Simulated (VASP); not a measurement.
# BiTe (R-3m) in VASP: a series of runs, part 2 of 2

VASP 6.6.1.

## Step 5: Single point, PBE

INCAR

```
PREC = Accurate
ENCUT = 700
EDIFF = 1E-7
ISMEAR = 0
SIGMA = 0.05
LREAL = F
LASPH = T
NELM = 100
ALGO = Normal
ISIF = 2
LWAVE = F
LCHARG = F
GGA = PE
NBANDS = 18
ADDGRID = F
```

KPOINTS

```
Automatic mesh
0
Gamma
  3 3 3
```

POSCAR

```
BiTe
1.0
    2.4227077728      1.3987509848      3.3172919545
   -2.4227077728      1.3987509848      3.3172919545
    0.0000000000     -2.7975019696      3.3172919545
Bi Te
1 1
Direct
    0.5000000000      0.5000000000      0.5000000000
    0.0000000000      0.0000000000      0.0000000000
```

Potentials or basis: VASP PAW PBE potentials, release 64 (Bi_d, Te).

Run with:

```console
$ cat potpaw_PBE.64/Bi_d/POTCAR potpaw_PBE.64/Te/POTCAR > POTCAR
$ mpirun -np 1 vasp_std > vasp.out
```

OUTCAR:

```text
PREC = Accurate
   ENCUT = 700
   EDIFF = 1E-7
   ISMEAR = 0
   LREAL = F
   LASPH = T
   NELM = 100
   ISIF = 2
   GGA = PE

 Found      6 irreducible k-points:

 Following reciprocal coordinates:
            Coordinates               Weight
  0.000000  0.000000  0.000000      1.000000
  0.333333 -0.000000  0.000000      6.000000
  0.333333  0.333333  0.000000      6.000000
 -0.333333  0.333333  0.000000      6.000000
  0.333333  0.333333  0.333333      2.000000
 -0.333333  0.333333  0.333333      6.000000
   k-points           NKPTS =      6   k-points in BZ     NKDIM =      6   number of bands    NBANDS=     18
   number of dos      NEDOS =    301   number of ions     NIONS =      2
   total plane-waves  NPLWV =  64000
   dimension x,y,z NGX =    40 NGY =   40 NGZ =   40
   dimension x,y,z NGXF=    80 NGYF=   80 NGZF=   80
   ions per type =               1   1
   NGX,Y,Z   is equivalent  to a cutoff of  15.32, 15.32, 15.32 a.u.
   NGXF,Y,Z  is equivalent  to a cutoff of  30.65, 30.65, 30.65 a.u.
 SYSTEM =  unknown system
   PREC   = accura    normal or accurate (medium, high low for compatibility)
   ISTART =      0    job   : 0-new  1-cont  2-samecut
   ICHARG =      2    charge: 1-file 2-atom 10-const
   ISPIN  =      1    spin polarized calculation?
   LNONCOLLINEAR =      F non collinear calculations
   LSORBIT =      F    spin-orbit coupling
   LASPH  =      T    aspherical Exc in radial PAW
   ENCUT  =  700.0 eV  51.45 Ry    7.17 a.u.   9.36  9.36  9.36*2*pi/ulx,y,z
   NELM   =    100;   NELMIN=  2; NELMDL= -5     # of ELM steps
   EDIFF  = 0.1E-06   stopping-criterion for ELM
[... 30 lines left out ...]
 non-spin polarized calculation
 Gauss-broadening in eV      SIGMA  =   0.05
  energy-cutoff  :      700.00
  volume of cell :       67.45
 maximum number of plane-waves:      2842
 NGX is ok and might be reduce to    40
   NGX = 19   NGY = 19   NGZ = 19

 number of electron      21.0000002 magnetization

 Free energy of the ion-electron system (eV)
  ---------------------------------------------------
  ext. energy  EPLUGINS =         0.00000000
  ---------------------------------------------------
  free energy    TOTEN  =        -7.12883789 eV

  energy without entropy =       -7.12384452  energy(sigma->0) =       -7.12634121

 E-fermi :   6.8311     XC(G=0):  -9.4857

 val. band max:        6.4509342367   @ k =   0.3333  -0.0000   0.0000
 cond. band min:       6.8549786220   @ k =   0.3333  -0.0000   0.0000
 fundamental gap:      0.4040443854
 Fermi energy:         6.8311318082

 k-point     1 :       0.0000    0.0000    0.0000
  band No.  band energies     occupation
      1     -16.5938      2.00000
      2     -16.5938      2.00000
      3     -16.5577      2.00000
      4     -16.5577      2.00000
      5     -16.5344      2.00000
      6      -6.8234      2.00000
[... 10 lines left out ...]
     17      13.3155      0.00000
     18      13.5430      0.00000

 k-point     2 :       0.3333   -0.0000    0.0000
  band No.  band energies     occupation
      1     -16.5939      2.00000
      2     -16.5926      2.00000
      3     -16.5613      2.00000
      4     -16.5522      2.00000
      5     -16.5323      2.00000
      6      -5.8980      2.00000
[... 10 lines left out ...]
     17      15.4202      0.00000
     18      16.3703      0.00000

 k-point     3 :       0.3333    0.3333    0.0000
  band No.  band energies     occupation
      1     -16.5988      2.00000
      2     -16.5905      2.00000
      3     -16.5606      2.00000
      4     -16.5463      2.00000
      5     -16.5328      2.00000
      6      -5.6444      2.00000
[... 10 lines left out ...]
     17      14.9053      0.00000
     18      15.3554      0.00000

 k-point     4 :      -0.3333    0.3333    0.0000
  band No.  band energies     occupation
      1     -16.5959      2.00000
      2     -16.5921      2.00000
      3     -16.5604      2.00000
      4     -16.5479      2.00000
      5     -16.5320      2.00000
      6      -4.6718      2.00000
[... 10 lines left out ...]
     17      15.4985      0.00000
     18      17.5949      0.00000

 k-point     5 :       0.3333    0.3333    0.3333
  band No.  band energies     occupation
      1     -16.5968      2.00000
      2     -16.5968      2.00000
      3     -16.5482      2.00000
      4     -16.5482      2.00000
      5     -16.5361      2.00000
      6      -5.6844      2.00000
[... 10 lines left out ...]
     17      17.4837      0.00000
     18      18.4315      0.00000

 k-point     6 :      -0.3333    0.3333    0.3333
  band No.  band energies     occupation
      1     -16.5985      2.00000
      2     -16.5934      2.00000
      3     -16.5506      2.00000
      4     -16.5487      2.00000
      5     -16.5342      2.00000
      6      -4.5070      2.00000
[... 10 lines left out ...]
     17      16.0125      0.00000
     18      18.1796      0.00000

------------------------ aborting loop because EDIFF is reached ----------------------------------------

  FORCE on cell =-STRESS in cart. coord.  units (eV):
  Direction    XX          YY          ZZ          XY          YZ          ZX
  --------------------------------------------------------------------------------------
  -------------------------------------------------------------------------------------
  Total       -0.1890769     -0.1890769      0.2815728      0.0000000     -0.0000000      0.0000000
  in kB       -4.4913065     -4.4913065      6.6884407      0.0000000     -0.0000000      0.0000000
  external PRESSURE =      -0.7647241 kB  Pullay stress =       0.0000000 kB

 VOLUME and BASIS-vectors are now :
 -----------------------------------------------------------------------------
  energy-cutoff  :      700.00
  volume of cell :       67.45
      direct lattice vectors                 reciprocal lattice vectors
     2.422707773  1.398750985  3.317291954     0.206380648  0.119153923  0.100483568
    -2.422707773  1.398750985  3.317291954    -0.206380648  0.119153923  0.100483568
     0.000000000 -2.797501970  3.317291954     0.000000000 -0.238307845  0.100483568

 POSITION                                       TOTAL-FORCE (eV/Angst)
 -----------------------------------------------------------------------------------
      0.00000      0.00000      4.97594         0.000000     -0.000000     -0.000000
      0.00000      0.00000      0.00000        -0.000000      0.000000      0.000000
 -----------------------------------------------------------------------------------
    total drift:                               -0.000000      0.000000     -0.000000

  FREE ENERGIE OF THE ION-ELECTRON SYSTEM (eV)
  ---------------------------------------------------
  free  energy   TOTEN  =        -7.1288378942 eV

  energy  without entropy=       -7.1238445171  energy(sigma->0) =       -7.12634121
```

OSZICAR:

```text
N       E                     dE             d eps       ncg     rms          rms(c)
DAV:   1     0.169370275042E+03    0.16937E+03   -0.11565E+04   216   0.138E+03
DAV:   2     0.564184636086E+01   -0.16373E+03   -0.15987E+03   240   0.345E+02
DAV:   3    -0.682802246427E+01   -0.12470E+02   -0.12333E+02   292   0.926E+01
DAV:   4    -0.716158095315E+01   -0.33356E+00   -0.33342E+00   266   0.157E+01
DAV:   5    -0.716966775435E+01   -0.80868E-02   -0.80863E-02   282   0.233E+00    0.597E+00
DAV:   6    -0.712560577093E+01    0.44062E-01   -0.14820E-01   290   0.224E+00    0.367E+00
DAV:   7    -0.712889708167E+01   -0.32913E-02   -0.36023E-02   254   0.101E+00    0.739E-01
DAV:   8    -0.712872516993E+01    0.17191E-03   -0.54295E-03   290   0.488E-01    0.166E-01
DAV:   9    -0.712883751797E+01   -0.11235E-03   -0.51358E-04   244   0.137E-01    0.518E-02
DAV:  10    -0.712883845619E+01   -0.93822E-06   -0.26121E-05   292   0.316E-02    0.341E-02
DAV:  11    -0.712883889891E+01   -0.44272E-06   -0.23784E-05   278   0.409E-02    0.566E-03
DAV:  12    -0.712883798872E+01    0.91019E-06   -0.38924E-06   292   0.166E-02    0.404E-03
DAV:  13    -0.712883789417E+01    0.94548E-07   -0.35133E-07   254   0.468E-03
   1 F= -.71288379E+01 E0= -.71263412E+01  d E =-.499338E-02
```

It took 15 s on 1 thread of Intel Xeon 6975P-C (Granite Rapids), shared host; peak memory 0.23 GiB.

The run converged, but some of its settings lie outside the range that counts as converged, so its numbers aren't taken as properties of the crystal.

What came out:

* Free energy: -7.1288 eV
* Pressure: -0.1 GPa
* Band gap on the k mesh: none (metal or under the smearing width)

Caveat: the k mesh is coarse (spacing up to 0.54 Å⁻¹), so the values aren't converged; spin-orbit coupling is left out, which moves the levels of the heavy elements.
